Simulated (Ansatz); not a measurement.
# C₅H₈ (singlet): the correlation ladder, 6-31G*

Aim: climb from Hartree-Fock through coupled cluster and multireference methods for C₅H₈ (singlet) at one geometry and basis, and see what each rung misses.

The runs use Ansatz 0.2.0, Gaussian basis; 6-31G*, core rule «outside noble gas», up to 5 orbitals frozen.

Plan: UHF; CCSD(T) on RHF; BCCD(T) on RHF; CISD; CCSDT(Q) on RHF; CASSCF and MRCISD+Q, 8 electrons in 8 orbitals; CASSCF and NEVPT2, 8 electrons in 8 orbitals.

21 further runs of the same task are left out: 3 that didn't finish, 18 set aside as unsound or not needed.

**1. The geometry**

The geometry is an MP2(full)/6-31G* stationary point (not a proven minimum).

13 atoms, charge 0, spin multiplicity 1.

Atoms are counted from 1 here; the program's logs count them from 0.

Bond lengths: C1–C2 1.477 Å, C1–C3 1.477 Å, C1–C4 1.477 Å, C1–C5 1.477 Å, C2–C3 1.524 Å, C2–H6 1.086 Å, C2–H7 1.086 Å, C3–H8 1.086 Å, C3–H9 1.086 Å, C4–C5 1.524 Å, C4–H10 1.086 Å, C4–H11 1.086 Å, C5–H12 1.086 Å, C5–H13 1.086 Å. Angles: C2–C1–C3 62.1°, C2–C1–C4 137.2°, C2–C1–C5 137.2°, C3–C1–C4 137.2°, C3–C1–C5 137.2°, C4–C1–C5 62.1°, C1–C2–C3 59.0°, C1–C2–H6 118.5°, C1–C2–H7 118.5°, C3–C2–H6 117.6°, C3–C2–H7 117.6°, H6–C2–H7 114.6°, C1–C3–C2 59.0°, C1–C3–H8 118.5°, C1–C3–H9 118.5°, C2–C3–H8 117.6°, C2–C3–H9 117.6°, H8–C3–H9 114.6° and more.

**2. UHF**

The input, in.yaml:

```yaml
crystal:
  periodic: [false, false, false]
  atoms:
    - {symbol: C, position_ang: [0.000000, 0.000000, 0.000000]}
    - {symbol: C, position_ang: [0.000000, 0.762014, 1.265752]}
    - {symbol: C, position_ang: [0.000000, -0.762014, 1.265752]}
    - {symbol: C, position_ang: [0.762014, 0.000000, -1.265752]}
    - {symbol: C, position_ang: [-0.762014, 0.000000, -1.265752]}
    - {symbol: H, position_ang: [-0.914023, 1.265075, 1.568090]}
    - {symbol: H, position_ang: [0.914023, 1.265075, 1.568090]}
    - {symbol: H, position_ang: [-0.914023, -1.265075, 1.568090]}
    - {symbol: H, position_ang: [0.914023, -1.265075, 1.568090]}
    - {symbol: H, position_ang: [1.265075, -0.914023, -1.568090]}
    - {symbol: H, position_ang: [1.265075, 0.914023, -1.568090]}
    - {symbol: H, position_ang: [-1.265075, -0.914023, -1.568090]}
    - {symbol: H, position_ang: [-1.265075, 0.914023, -1.568090]}
basis:
  gaussian: {orbitals: "6-31G*"}
magnetization: {spin_polarized: true, initial_magnetization: 0}
hamiltonian: {xc: hf}
output: {orbitals: {seedname: orbitals}}
```

On the command line:

```console
> ansatz run in.yaml --threads 1 --pin off --events-out ev --progress --plain --max-ram 3956MiB --backend cpu
```

After this run come: CCSD(T) on RHF; BCCD(T) on RHF; CISD; CCSDT(Q) on RHF; CASSCF and MRCISD+Q, 8 electrons in 8 orbitals; CASSCF and NEVPT2, 8 electrons in 8 orbitals.

Q: Predict the results of all the runs planned. Wanted: RCCSDT(Q) below the RHF energy; RMP2 from RCCSDT(Q); RCCSD from RCCSDT(Q); RCCSD(T) from RCCSDT(Q); NEVPT2 frontier from RCCSDT(Q); T1 diagnostic.

The runs gave:

| quantity | value |
| --- | --- |
| RCCSDT(Q) below the RHF energy | -19.6084 eV |
| RMP2 from RCCSDT(Q) | +1984.6 meV |
| RCCSD from RCCSDT(Q) | +703.1 meV |
| RCCSD(T) from RCCSDT(Q) | +54.8 meV |
| NEVPT2 frontier from RCCSDT(Q) | +2320.3 meV |
| levels within 1 kcal/mol (43 meV) | RCCSDT |
| T1 diagnostic | 0.008 |

What this shows: RCCSD(T) lands +54.8 meV from the yardstick (0.3 % of the correlation energy). These misses are within one basis, not against nature.
